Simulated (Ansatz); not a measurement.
A plane-wave DFT run in Ansatz 0.2.0 (scalar-relativistic PAW potentials unless the input names others): input and command.

```yaml
crystal:
  lattice:
    - [0.0, 5.3560912044, -5.3560912044]
    - [5.3560912044, 5.3560912044, 0.0]
    - [5.3560912044, 0.0, -5.3560912044]
  atoms:
    - { symbol: Zn, position: [0.0120363669, -0.5120363669, 0.5120363669] }
    - { symbol: Zn, position: [0.4879636331, 0.0120363669, 0.5120363669] }
    - { symbol: Zn, position: [0.4879636331, 0.4879636331, 0.5120363669] }
    - { symbol: Zn, position: [0.0120363669, 0.0120363669, 0.9879636331] }
    - { symbol: Zn, position: [0.0120363669, 0.4879636331, 0.9879636331] }
    - { symbol: Zn, position: [0.4879636331, 0.0120363669, 0.9879636331] }
    - { symbol: Zn, position: [0.5, 0.5, 1.0] }
    - { symbol: S, position: [0.1198033404, 0.1198033404, 0.1405899789] }
    - { symbol: S, position: [0.1225700784, 0.6258099739, 0.1258099739] }
    - { symbol: S, position: [0.6258099739, 0.1225700784, 0.1258099739] }
    - { symbol: S, position: [0.6258099739, 0.6258099739, 0.1258099739] }
    - { symbol: S, position: [0.1198033404, 0.1198033404, 0.6198033404] }
    - { symbol: S, position: [0.1198033404, 0.6405899789, 0.6198033404] }
    - { symbol: S, position: [0.6405899789, 0.1198033404, 0.6198033404] }
    - { symbol: S, position: [0.6258099739, 0.6258099739, 0.6225700784] }
total_charge: -2
basis:
  ecutwfc: 420
  xc_grid: 2
kpoints:
  mp_grid: { grid: [2, 2, 2], shift: [0.0, 0.0, 0.0] }
hamiltonian:
  xc: pbe
scf:
  occupations: { method: tetrahedron }
output:
  forces: true
  eigenvalues: true
```

```bash
ansatz run input.yaml --threads 4 --pin off --max-ram 10240MiB --backend cpu --events-out ev --progress --plain --runs-dir out
```

Abridged log:
```
Warning: output.forces, output.stress, relax.cell or npt_langevin: where a Kohn–Sham band that disperses or a degenerate level is filled in part under the method tetrahedron, the forces or the stress that this run publishes need not agree with its energy (scf.occupations.method in the input reference, under Limitations); prefer a smearing scheme for the forces or the stress
Basis set: ecut = 420 eV, 5985 PW (Γ), exchange–correlation on 108×108×108 points (8 copies of the dense FFT grid, shifted against one another)
Bands: 86, of which v1, the nominal top of the filled ones, is band 67 counted from 1 (66 counted from 0)
Symmetry: 24 space group operations
k-points: 3 of 8
SCF iter   1: F=—  HF=-30451.502937 eV  |F-HF|=—  |Δ(HF+E_count)|=         —  Δρ=6.94e-2  dr2=1.16e1  ethr=1.77e-3  ⟨swp⟩=5.7  Hψ=1062  notcnv=0  defer=17
SCF iter   2: F=—  HF=-30448.663674 eV  |F-HF|=—  |Δ(HF+E_count)|=    2.84e0  Δρ=1.43e-2  dr2=5.18e-1  ethr=1.77e-3  ⟨swp⟩=3.0  Hψ=510  notcnv=0  defer=39
SCF iter   3: F=—  HF=-30447.984365 eV  |F-HF|=—  |Δ(HF+E_count)|=   6.79e-1  Δρ=8.99e-3  dr2=4.74e-1  ethr=3.86e-4  ⟨swp⟩=2.0  Hψ=492  notcnv=0  defer=39
SCF iter   4: F=—  HF=-30447.876237 eV  |F-HF|=—  |Δ(HF+E_count)|=   1.08e-1  Δρ=2.61e-3  dr2=6.83e-2  ethr=3.54e-4  ⟨swp⟩=2.0  Hψ=414  notcnv=0  defer=39
SCF iter   5: F=—  HF=-30447.885046 eV  |F-HF|=—  |Δ(HF+E_count)|=   8.81e-3  Δρ=1.27e-3  dr2=7.24e-3  ethr=5.10e-5  ⟨swp⟩=2.3  Hψ=497  notcnv=0  defer=39
SCF iter   6: F=—  HF=-30447.884480 eV  |F-HF|=—  |Δ(HF+E_count)|=   5.66e-4  Δρ=1.04e-3  dr2=2.67e-3  ethr=5.40e-6  ⟨swp⟩=3.0  Hψ=429  notcnv=0  defer=39
SCF iter   7: F=—  HF=-30447.883400 eV  |F-HF|=—  |Δ(HF+E_count)|=   1.08e-3  Δρ=3.76e-4  dr2=5.04e-4  ethr=1.99e-6  ⟨swp⟩=2.3  Hψ=441  notcnv=0  defer=39
SCF iter   8: F=—  HF=-30447.883457 eV  |F-HF|=—  |Δ(HF+E_count)|=   5.77e-5  Δρ=6.59e-5  dr2=1.55e-5  ethr=3.76e-7  ⟨swp⟩=2.7  Hψ=479  notcnv=0  defer=39
SCF iter   9: F=—  HF=-30447.883391 eV  |F-HF|=—  |Δ(HF+E_count)|=   6.64e-5  Δρ=2.27e-5  dr2=1.70e-6  ethr=1.16e-8  ⟨swp⟩=3.0  Hψ=448  notcnv=0  defer=39
SCF iter  10: F=—  HF=-30447.883392 eV  |F-HF|=—  |Δ(HF+E_count)|=   7.46e-7  Δρ=5.51e-6  dr2=1.01e-7  ethr=1.27e-9  ⟨swp⟩=2.3  Hψ=439  notcnv=0  defer=39
SCF iter  11: F=-30447.883392 eV  HF=-30447.883392 eV  |F-HF|=4.34e-9  |Δ(HF+E_count)|=   6.29e-8  Δρ=1.15e-6  dr2=4.52e-9  ethr=7.46e-11  ⟨swp⟩=10.3  Hψ=1340  notcnv=0
SCF 1 converged in 11 iterations: F = -30447.883392 eV  dr2 = 4.52e-9
SCF converged after 11 iterations
Stability not checked: this state was not tested for a lower state beside it, because cold or Methfessel-Paxton smearing, or corrected tetrahedra, fill the levels in a way that the test cannot read (fill_not_monotonic; see scf.lower_state_search)
Free energy (F): -30447.883392 eV
Harris-Foulkes:  -30447.883392 eV  (|F-HF|=4.34e-9)
Internal energy: -30447.883392 eV  (E = F + TS)
E sigma→0 (E₀):  -30447.883392 eV
Fermi energy:    5.668897 eV
--- Forces (eV/Å), atoms counted from 1 ---
  atom   1  Zn     0.00000000     0.00000000     0.01566205
  atom   2  Zn    -0.01566205     0.00000000     0.00000000
  atom   3  Zn     0.00000000     0.01566205     0.00000000
  atom   4  Zn     0.00000000    -0.01566205     0.00000000
  atom   5  Zn     0.01566205     0.00000000     0.00000000
  atom   6  Zn     0.00000000     0.00000000    -0.01566205
  atom   7  Zn     0.00000000     0.00000000     0.00000000
  atom   8  S      0.08858641    -0.08858641    -0.08858641
  atom   9  S      0.01337070    -0.01337070     0.01337070
  atom  10  S     -0.01337070    -0.01337070    -0.01337070
  atom  11  S      0.01337070     0.01337070    -0.01337070
  atom  12  S     -0.08858641    -0.08858641     0.08858641
  atom  13  S      0.08858641     0.08858641     0.08858641
  atom  14  S     -0.08858641     0.08858641    -0.08858641
  atom  15  S     -0.01337070     0.01337070     0.01337070
```

Apart from outputs, empty bands and the relaxation, which only the reference makes, the input differs from a reference run on usual settings in scf.occupations.width: 0.02 → not typed; scf.occupations.method: "gaussian" → "tetrahedron"; hamiltonian.xc: "pbesol" → "pbe". The reference, at the same geometry, ended its own course with largest force 0.004 eV/Å, gap on the mesh 1.87 eV. This run converged in 11 SCF iterations with a total energy on another zero, largest force 0.153 eV/Å, gap on the mesh 2.01 eV.

The run took 2.3 s on 4 threads of Arm Neoverse V2 (shared host), peak memory 0.7 GiB.